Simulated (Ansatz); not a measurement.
## Sr: input and output

The input, for Ansatz 0.2.0 (plane waves, PAW):

```yaml
crystal:
  lattice:
    - [-2.231673, 2.231673, 2.231673]
    - [2.231673, -2.231673, 2.231673]
    - [2.231673, 2.231673, -2.231673]
  atoms:
    - { symbol: Sr, position: [0.0, 0.0, 0.0] }
  symmetry: { tolerance: 0.0003 }
kpoints:
  mp_grid: { grid: [8, 8, 8], shift: [0, 0, 0] }
  band_path:
    path:
      - [0.0, 0.0, 0.0]
      - [0.5, -0.5, 0.5]
      - [0.0, 0.0, 0.5]
      - [0.0, 0.0, 0.0]
      - [0.25, 0.25, 0.25]
      - [0.5, -0.5, 0.5]
      - [0.25, 0.25, 0.25]
      - [0.0, 0.0, 0.5]
    npoints: 8
magnetization:
  spin_polarized: false
scf:
  occupations: { method: tetrahedron }
  lower_state_search: "off"
  max_iter: 200
hamiltonian:
  pseudopotentials: { kind: paw }
  xc: lda
basis:
  ecutwfc: 420
  fft_grid_basis: typed
output:
  forces: true
  stress: true
  eigenvalues: true
  bader: true
  populations: true
  elf: true
  write_potential: true
  volumetric_format: npy
  dos:
    e_range: [-12, 8]
    de: 0.05
    projected: { site_lists: { Sr: [Sr] } }
checkpoint:
  read: saved_state
```

The saved state is an earlier solution for the same cell, perhaps on another mesh. 

Output (shortened):

```
Pseudopotentials: kind: paw
Pseudopotential: Sr, paw, valence charge 10, recommended cutoff 420 eV (normal), Sr.paw.azcp
Functional definition: SPW92
  exchange = slater_x
  correlation = pw_c
Crystal: 1 atoms, lattice volume = 44.458 Å³
Basis set: ecut = 420 eV, 887 PW (Γ)
Bands: 9, of which v1, the nominal top of the filled ones, is band 5 counted from 1 (4 counted from 0)
Symmetry: 48 space group operations
Space group: Im-3m (ITA 229), of the structure as read, at distance tolerance 1.1e-3 Å
k-points: 29 of 512
Initial density: read from a saved state, or passed on in memory by an earlier SCF of this step, an earlier step, the calling program or the single point that the run made first
Functional: x = slater, c = lda
SCF iter   1: F=—  Δρ=5.02e-4  dr2=1.69e-5
SCF iter   2: F=—  Δρ=2.64e-4  dr2=6.50e-6
SCF iter   3: F=—  Δρ=2.97e-5  dr2=2.80e-7
SCF iter   4: F=-3444.3078 eV  Δρ=1.97e-6  dr2=9.04e-10
Free energy (F): -3444.3078 eV
Harris-Foulkes:  -3444.3078 eV  (|F-HF|=8.58e-10)
Internal energy: -3444.3075 eV  (E = F + TS)
E sigma→0 (E₀):  -3444.3078 eV
Entropy (-TS):   -0.0004 eV (-0.351 meV/atom)
Fermi energy:    6.3178 eV
--- Per-component energies (eV) ---
  E_band       = -119.0985
  E_kinetic    = 243.4567
  E_local      = -715.3232  (includes V_loc(G=0)·N_el)
  E_nonlocal   = 207.1536
  E_hartree    = 174.4642
  E_xc         = -170.1032
  E_vxc        = -159.8805  (∫ρ·V_xc dr)
  E_paw        = -2597.2049  (= ΣΔE_a)
  E_vpaw       = -43.4337  (= ΣTr[D̂ρ^β])
  E_aug_tail   =  0.0000  (compensation charges beyond the density's cutoff)
  E_ewald      = -587.0447
  E_core_change = 0.2941  (= ΣΔE_core)
  E_smearing   = -0.0004  (= −TS)
--- Stress (GPa, compression-positive) ---
        1.2619       0.0000       0.0000
        0.0000       1.2619       0.0000
        0.0000       0.0000       1.2619
  P = ⅓ Tr σ = 1.2619 GPa (12.619 kbar)
--- Löwdin populations: 1 site ---
  site symbol       q [e]
     0     Sr      9.5468
  spilling = 0.0453 (of n_electrons = 10.0000)
--- Bader charges: 1 site ---
  site symbol  charge [e]  shift [e]
     0     Sr      0.0000     0.0000
```

Origin: a known structure type with other elements, at an estimated volume, so it need not be a known compound. Caveats: empty levels are not fully converged; forces and stress under tetrahedra may miss the slope of the energy.
